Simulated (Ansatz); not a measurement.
Sn:

```xyz
2
Lattice="-2.9401 2.9401 1.5993 2.9401 -2.9401 1.5993 2.9401 2.9401 -1.5993" Properties=species:S:1:pos:R:3 pbc="T T T"
Sn    0.0000    0.0000    0.0000
Sn    0.0000    2.9401    0.7997
```

| Property | Result |
| --- | --- |
| Program | Ansatz 0.2.0 |
| Task | relaxation of cell and atoms |
| Functional | PBE0 |
| Potentials or basis | Ansatz PAW |
| Cutoff | 420 eV (not typed: the program's choice for these potentials) |
| k mesh | 5 × 5 × 5 |
| Occupations | fermi-dirac, width 0.05 eV |
| Spin | no spin polarisation |

At the start: volume 27.65 Å³/atom.

Task: How do energy, volume and symmetry change on relaxing?

Result: It ends after 5 steps and the volume is 27.37 Å³/atom (-1.0 %); space group I4_1/amd (No. 141, to 0.05 Å).

The path:
| step | energy change (eV) | largest force (eV/Å) | volume (Å³) |
| --- | --- | --- | --- |
| 1 | 0.0000 | 0.0000 | 55.30 |
| 2 | -0.0781 | 0.0000 | 54.63 |
| 3 | -0.0780 | 0.0000 | 54.81 |
| 4 | -0.0781 | 0.0000 | 54.74 |
| 5 | -0.0781 | 0.0000 | 54.74 |

Final structure:
```cif
data_structure
_symmetry_space_group_name_H-M 'P 1'
_symmetry_Int_Tables_number 1
_cell_length_a 4.5070
_cell_length_b 4.5070
_cell_length_c 4.5070
_cell_angle_alpha 96.533
_cell_angle_beta 96.533
_cell_angle_gamma 140.574
_cell_volume 54.74
loop_
_atom_site_label
_atom_site_type_symbol
_atom_site_fract_x
_atom_site_fract_y
_atom_site_fract_z
_atom_site_occupancy
Sn1 Sn 0.00000 0.00000 0.00000 1
Sn2 Sn 0.75000 0.25000 0.50000 1
```

Caveat: the k mesh is coarse (spacing up to 0.45 Å⁻¹), so the values aren't converged, least of all with exact exchange; the plane-wave basis is chosen anew once the cell has moved, so the energies of steps on either side of that aren't comparable; the PAW data sets come from PBE, with cores solved anew for the run's functional, which leaves a small shift of forces and pressure.
